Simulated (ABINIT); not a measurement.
Input of an ABINIT 10.8.3 (patched build) run:

The input run.abi:

```
# Datasets: ground state, then fixed potential
ndtset 2

# Pseudopotentials
pp_dirpath "./"
pseudos "In.GGA_PBE-JTH.xml, P.GGA_PBE-JTH.xml"

# Structure
acell 7.83169184 7.83169184 7.83169184
rprim
     0.0000000000     0.7071067812     0.7071067812
     0.7071067812     0.0000000000     0.7071067812
     0.7071067812     0.7071067812     0.0000000000
ntypat 2
znucl 49 15
natom 2
typat 1 2
xred
     0.0000000000     0.0000000000     0.0000000000
     0.7500000000     0.7500000000     0.7500000000

# Plane-wave basis
ecut 20.0
pawecutdg 40.0

# Exchange and correlation
ixc -106131

# Bands and occupations
occopt 3
tsmear 0.05 eV

# SCF cycle
nstep 100

# Output
iomode 3
prtwf 0
prteig 0
prtebands 0
enunit 2
prtden1 1

# Dataset 1
kptopt1 1
ngkpt1 8 8 8
nshiftk1 1
shiftk1 0.0 0.0 0.0
nband1 13
tolvrs1 1.0e-9

# Dataset 2: bands along G-X-W-K-G-L-U-W-L-K
iscf2 -2
getden2 1
nband2 17
nbdbuf2 2
tolwfr2 1.0e-12
kptopt2 -9
ndivsm2 5
prteig2 1
prtvol2 -3
kptbounds2
     0.0000000000     0.0000000000     0.0000000000
     0.5000000000     0.0000000000     0.5000000000
     0.5000000000     0.2500000000     0.7500000000
     0.3750000000     0.3750000000     0.7500000000
     0.0000000000     0.0000000000     0.0000000000
     0.5000000000     0.5000000000     0.5000000000
     0.6250000000     0.2500000000     0.6250000000
     0.5000000000     0.2500000000     0.7500000000
     0.5000000000     0.5000000000     0.5000000000
     0.3750000000     0.3750000000     0.7500000000
```

Potentials or basis: JTH PAW PBE v2.0.

Launch:

```sh
$ abinit run.abi > log 2>&1
```

(1) What does it give for the band gap on the k mesh?

Answers

(1) 0.58 eV, direct.

Caveat: spin-orbit coupling is left out, which moves the levels of the heavy elements.

**What was measured.**

From a printed reference work, data compilation, for a bulk crystal of InP at 1.6 K: band gap 1.4236 eV (direct).

Measured gap of InP: 1.4236 eV (direct; 1.6 K; a printed reference work, data compilation). This calculation gives 0.58 eV (-0.84 eV). Spin-orbit coupling on In is left out. The value is that of BLYP, without temperature or zero-point motion. Semilocal functionals fall short of measured gaps as a rule.
